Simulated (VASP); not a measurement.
The system is CdSe (Cadmoselite).

```xyz
4
Lattice="4.3097 0.0000 0.0000 -2.1548 3.7323 0.0000 0.0000 0.0000 7.0352" Properties=species:S:1:pos:R:3 pbc="T T T"
Cd    0.0000    2.4882    0.0328
Cd    2.1548    1.2441    3.5504
Se    0.0000    2.4882    2.6757
Se    2.1548    1.2441    6.1933
```

| Quantity | Value |
| --- | --- |
| Program | VASP 6.6.1 |
| Task | relaxation of cell and atoms |
| Functional | HSE06 |
| Potentials or basis | VASP PAW PBE potentials, release 64 (Cd, Se) |
| Cutoff | 520 eV |
| k mesh | 6 × 6 × 3 |
| Occupations | gaussian, width 0.03 eV |
| Spin | no spin polarisation |

At the start: pressure 1.5 GPa; volume 28.29 Å³/atom.

Q: How do energy, volume and symmetry change on relaxing?

A: Over 3 steps the energy falls by 3.9 meV/atom and the volume is 29.12 Å³/atom (+2.9 %); space group P6_3mc (No. 186, to 0.05 Å).

Step by step:
| step | energy change (eV) | largest force (eV/Å) | pressure (GPa) | volume (Å³) |
| --- | --- | --- | --- | --- |
| 1 | 0.0000 | 0.0011 | 1.52 | 113.16 |
| 2 | -0.0136 | 0.0064 | -0.48 | 117.63 |
| 3 | -0.0154 | 0.0047 | 0.00 | 116.47 |

Final structure:
```
Cd Se
1.0
     4.35180    0.00000    0.00000
    -2.17590    3.76877    0.00000
     0.00000    0.00000    7.10127
Cd Se
2 2
Direct
  0.33333 0.66667 0.00467
  0.66667 0.33333 0.50467
  0.33333 0.66667 0.38033
  0.66667 0.33333 0.88033
```

Caveat: the PAW data sets were made with another functional, which shifts forces and pressure a little.
